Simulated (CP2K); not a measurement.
Input of a CP2K 2026.2 run:

The input gan_bands.inp:

```
&GLOBAL
  PROJECT gan_bands
  RUN_TYPE ENERGY_FORCE
  PRINT_LEVEL LOW
&END GLOBAL
&FORCE_EVAL
  METHOD QS
  STRESS_TENSOR ANALYTICAL
  &DFT
    BASIS_SET_FILE_NAME BASIS_MOLOPT_UZH
    POTENTIAL_FILE_NAME POTENTIAL_UZH
    &MGRID
      CUTOFF 500
      REL_CUTOFF 60
      NGRIDS 4
    &END MGRID
    &QS
      METHOD GPW
      EPS_DEFAULT 1.0E-9
    &END QS
    &KPOINTS
      SCHEME MONKHORST-PACK 10 10 5
      GAMMA_CENTERED T
      SYMMETRY T
      SYMMETRY_BACKEND SPGLIB
    &END KPOINTS
    &SCF
      SCF_GUESS ATOMIC
      EPS_SCF 1.0E-6
      MAX_SCF 100
      ADDED_MOS 14
      CHOLESKY OFF
      EPS_EIGVAL 1.0E-7
      &DIAGONALIZATION ON
        ALGORITHM STANDARD
      &END DIAGONALIZATION
      &MIXING ON
        METHOD BROYDEN_MIXING
        ALPHA 0.4
        BETA 1.5
        NBUFFER 8
      &END MIXING
      &SMEAR ON
        METHOD FERMI_DIRAC
        ELECTRONIC_TEMPERATURE [K] 580.226
      &END SMEAR
    &END SCF
    &XC
      &XC_FUNCTIONAL
        &GGA_X_PBE
        &END GGA_X_PBE
        &GGA_C_PBE
        &END GGA_C_PBE
      &END XC_FUNCTIONAL
    &END XC
    &PRINT
      &KPOINTS ON
      &END KPOINTS
      &MULLIKEN ON
      &END MULLIKEN
      &MO ON
        ENERGIES T
        OCCUPATION_NUMBERS T
        &EACH
          QS_SCF 0
        &END EACH
        ADD_LAST NUMERIC
      &END MO
      &BAND_STRUCTURE
        FILE_NAME bands.bs
        ADDED_MOS 4
        &KPOINT_SET
          UNITS B_VECTOR
          NPOINTS 8
          SPECIAL_POINT GAMMA 0.00000000 0.00000000 0.00000000
          SPECIAL_POINT M 0.50000000 0.00000000 0.00000000
          SPECIAL_POINT K 0.33333333 0.33333333 0.00000000
          SPECIAL_POINT GAMMA 0.00000000 0.00000000 0.00000000
          SPECIAL_POINT A 0.00000000 0.00000000 0.50000000
          SPECIAL_POINT L 0.50000000 0.00000000 0.50000000
          SPECIAL_POINT H 0.33333333 0.33333333 0.50000000
          SPECIAL_POINT A 0.00000000 0.00000000 0.50000000
        &END KPOINT_SET
        &KPOINT_SET
          UNITS B_VECTOR
          NPOINTS 8
          SPECIAL_POINT L 0.50000000 0.00000000 0.50000000
          SPECIAL_POINT M 0.50000000 0.00000000 0.00000000
        &END KPOINT_SET
        &KPOINT_SET
          UNITS B_VECTOR
          NPOINTS 8
          SPECIAL_POINT K 0.33333333 0.33333333 0.00000000
          SPECIAL_POINT H 0.33333333 0.33333333 0.50000000
        &END KPOINT_SET
      &END BAND_STRUCTURE
    &END PRINT
  &END DFT
  &SUBSYS
    &CELL
      A 3.1800000000 0.0000000000 0.0000000000
      B -1.5900000000 2.7539607840 0.0000000000
      C 0.0000000000 0.0000000000 5.1660000000
      PERIODIC XYZ
    &END CELL
    &COORD
      Ga  1.5900000002 0.9179869279 2.5830000000
      Ga  -0.0000000002 1.8359738561 0.0000000000
      N   1.5900000002 0.9179869279 4.5202500000
      N   -0.0000000002 1.8359738561 1.9372500000
    &END COORD
    &KIND Ga
      BASIS_SET TZV2P-MOLOPT-PBE-GTH-q13
      POTENTIAL GTH-PBE-q13
    &END KIND
    &KIND N
      BASIS_SET TZV2P-MOLOPT-PBE-GTH-q5
      POTENTIAL GTH-PBE-q5
    &END KIND
    &PRINT
      &ATOMIC_COORDINATES ON
      &END ATOMIC_COORDINATES
      &CELL ON
      &END CELL
    &END PRINT
  &END SUBSYS
  &PRINT
    &FORCES ON
    &END FORCES
    &STRESS_TENSOR ON
    &END STRESS_TENSOR
  &END PRINT
&END FORCE_EVAL
```

Potentials or basis: POTENTIAL_UZH Ga GTH-PBE-q13, N GTH-PBE-q5; TZV2P-MOLOPT-PBE-GTH basis.

Command:

```console
$ OMP_NUM_THREADS=1 cp2k.psmp -i gan_bands.inp -o gan_bands.out
```

(1) What does it give for the band gap along the path?

(2) Predict the Mulliken charges.

(3) Estimate the band gap on the k mesh.

## Answers

(1) 1.94 eV, direct.

(2) Ga +1.38; N -1.38 e.

(3) 1.94 eV, direct.

Caveat: the basis of atomic orbitals isn't converged, which shifts pressures, moduli and gaps.

**Experimental background.**

“Studying electronic properties in GaN without electrical contacts using γ-γ vs e−-γ Perturbed Angular Correlations”, 2019, pmc:6823545 quotes, for a bulk crystal of GaN: band gap 3.503 ± 0.005 eV (direct).

Measured gap of GaN: 3.503 eV (direct; quoted in “Studying electronic properties in GaN without electrical contacts using γ-γ vs e−-γ Perturbed Angular Correlations”, 2019, pmc:6823545). This calculation gives 1.94 eV (-1.57 eV). Spin-orbit coupling on Ga is left out. The value is that of PBE in an atomic basis (POTENTIAL_UZH Ga GTH-PBE-q13, N GTH-PBE-q5; TZV2P-MOLOPT-PBE-GTH basis), whose error adds to the functional's,, without temperature or zero-point motion. Semilocal functionals fall short of measured gaps as a rule.
